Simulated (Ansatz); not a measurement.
# BN: the cost of one run

Method: DFT PBE+D3(BJ), scalar-relativistic, plane waves, PAW, in Ansatz 0.2.0.

32 further runs of the same task are left out: 32 set aside as unsound or not needed.

## (1) The structure to begin with

The structure is hexagonal, space group P-6m2 (No. 187). The conventional cell has a = 2.416 Å, b = 2.416 Å, c = 26.000 Å, α = 90.00°, β = 90.00°, γ = 120.00°. B (site symmetry -6m2) is surrounded by 3 N at 1.39 Å. N (site symmetry -6m2) has 3 B at 1.39 Å as nearest neighbours.

As a file:

```cif
data_structure
_symmetry_space_group_name_H-M 'P 1'
_symmetry_Int_Tables_number 1
_cell_length_a 2.4160
_cell_length_b 2.4160
_cell_length_c 26.0000
_cell_angle_alpha 90.000
_cell_angle_beta 90.000
_cell_angle_gamma 120.000
_cell_volume 131.43
loop_
_atom_site_label
_atom_site_type_symbol
_atom_site_fract_x
_atom_site_fract_y
_atom_site_fract_z
_atom_site_occupancy
B1 B 0.00000 0.00000 0.50000 1
N1 N 0.66667 0.33333 0.50000 1
```

This is the geometry of the first run shown, built on a cell relaxed beforehand with the same method.

## (2) Plan of the line

Atoms count from 1 in the order of the input.

The lattice constant and the buckling of a sheet are varied, nothing relaxed.

First coordinate, lattice constant a of the sheet (both vectors scaled alike): 8 values from 2.383 to 2.609 Å. Second coordinate, buckling: height of B1 above N2: 8 values from 0.000 to 1.000 Å.

Nothing else is relaxed. Points are written as (first, second).

## (3) Grid point (2.416 Å, 0.000 Å)

The sheet is isolated along c: the input cuts the Coulomb interaction between periodic copies.

File input.yaml:

```yaml
crystal:
  lattice:
    - [2.416, 0.0, 0.0]
    - [-1.208, 2.0923173755, 0.0]
    - [0.0, 0.0, 26.0]
  atoms:
    - { symbol: B, position: [0.0, 0.0, 0.5] }
    - { symbol: "N", position: [0.6666666667, 0.3333333333, 0.5] }
  periodic: [true, true, false]
basis:
  ecutwfc: 420
kpoints:
  mp_grid: { grid: [12, 12, 1] }
hamiltonian:
  xc: pbe
  dispersion: d3bj
scf:
  occupations: { method: gaussian, width: 0.02 }
output:
  forces: true
  stress: true
  eigenvalues: true
```

Started as:

```console
$ ansatz run input.yaml --threads 1 --pin off --max-ram 3072MiB --backend cpu --events-out ev --progress --plain --runs-dir out
```

Q: Estimate wall time and peak memory on 1 thread of Arm Neoverse V1, shared host.

About 2.7 s, with a peak of 0.32 GiB.
